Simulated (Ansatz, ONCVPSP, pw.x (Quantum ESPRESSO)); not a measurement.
**pw.x on fcc Cu: one setting changed**

Potential: optimised norm-conserving Vanderbilt (ONCV), ONCVPSP 4.0.1.1 (patched build), PBE; core [Ne], reference 3s2 3p6 3d9; waves: 3s: rc 0.95 bohr, ncon 3, nbas 7, qcut 11.4 1/bohr, 2 projectors, debl 3.2 Ha; 3p: rc 0.85 bohr, ncon 4, nbas 8, qcut 12.7 1/bohr, 1 projector; 3d: rc 1.50 bohr, ncon 4, nbas 8, qcut 11.2 1/bohr, 2 projectors, debl 3.4 Ha; local part: polynomial inside 0.70 bohr (lpopt 5, dvloc0 1 Ha); core correction: Teter function, fcfact 5, rcfact 1.6. In the s channel the program set the typed energies aside and used -5.155, 0.250 Ha.

The reference run (k-mesh 15³, cutoffs 170/680 Ry, Fermi–Dirac 0.01 Ry, mixing_beta 0.4, conv_thr 1e-9, no spin) gives -1.58 GPa at 12.003 Å³/atom, where all-electron LAPW gives -0.58 GPa. This run, with its own iteration cap, changes smearing to gauss.

```
&control
  calculation='scf', prefix='x', pseudo_dir='./', outdir='./tmp', tstress=.true., disk_io='none'
/
&system
  ibrav=0, nat=1, ntyp=1, ecutwfc=170, ecutrho=680, nbnd=18,
  occupations='smearing', smearing='gauss', degauss=0.01
/
&electrons
  conv_thr=1e-09, mixing_beta=0.4, electron_maxstep=70
/
ATOMIC_SPECIES
Cu 1.0 Cu.UPF
CELL_PARAMETERS angstrom
  0.00000000 1.81727201 1.81727201
  1.81727201 0.00000000 1.81727201
  1.81727201 1.81727201 0.00000000
ATOMIC_POSITIONS crystal
Cu 0.0000 0.0000 0.0000
K_POINTS automatic
15 15 15 0 0 0
```

```bash
pw.x < Cu.scf.in > Cu.scf.out
```

Q: How does the run end?

A: It converges in 14 iterations; the free energy moves by +8.5 meV/atom and the pressure by -0.14 GPa. Gaussian smearing of the same width is narrower in effect than Fermi–Dirac, so its quadratic term in F is smaller.

```
Message from routine setup:
     using ibrav=0 with symmetry is DISCOURAGED, use correct ibrav instead
     lattice parameter (alat)  =       4.8566  a.u.
     unit-cell volume          =      81.0003 (a.u.)^3
     number of electrons       =        19.00
     number of Kohn-Sham states=           18
     kinetic-energy cutoff     =     170.0000  Ry
     charge density cutoff     =     680.0000  Ry
     scf convergence threshold =      1.0E-09
     Exchange-correlation= PBE
     number of k points=   120  Gaussian smearing, width (Ry)=  0.0100
     iteration #  1     ecut=   170.00 Ry     beta= 0.40
     total energy              =    -385.06318710 Ry
     estimated scf accuracy    <      31.17377672 Ry
     iteration #  2     ecut=   170.00 Ry     beta= 0.40
     total energy              =    -394.82344780 Ry
     estimated scf accuracy    <       4.78829944 Ry
     iteration #  3     ecut=   170.00 Ry     beta= 0.40
     total energy              =    -395.18334140 Ry
     estimated scf accuracy    <       0.35464453 Ry
     [... 8 iterations left out ...]
     iteration # 12     ecut=   170.00 Ry     beta= 0.40
     total energy              =    -395.22669595 Ry
     estimated scf accuracy    <       0.00000003 Ry
     iteration # 13     ecut=   170.00 Ry     beta= 0.40
     total energy              =    -395.22669596 Ry
     estimated scf accuracy    <          3.5E-09 Ry
     iteration # 14     ecut=   170.00 Ry     beta= 0.40
     the Fermi energy is    16.5445 ev
!    total energy              =    -395.22669596 Ry
     estimated scf accuracy    <          1.1E-10 Ry
     smearing contrib. (-TS)   =      -0.00025866 Ry
     The total energy is F=E-TS. E is the sum of the following terms:
     one-electron contribution =    -224.86230175 Ry
     hartree contribution      =     124.28633766 Ry
     xc contribution           =     -53.66843292 Ry
     ewald contribution        =    -240.98204028 Ry
     convergence has been achieved in  14 iterations
          total   stress  (Ry/bohr**3)                   (kbar)     P=      -17.24
     Message from routine punch:
     Nothing written, as per user request (disk_io='none')
```

The run took about 83 s on one core of a shared host (Intel(R) Xeon(R) 6975P-C, 192 threads, 378 GiB, load 50).
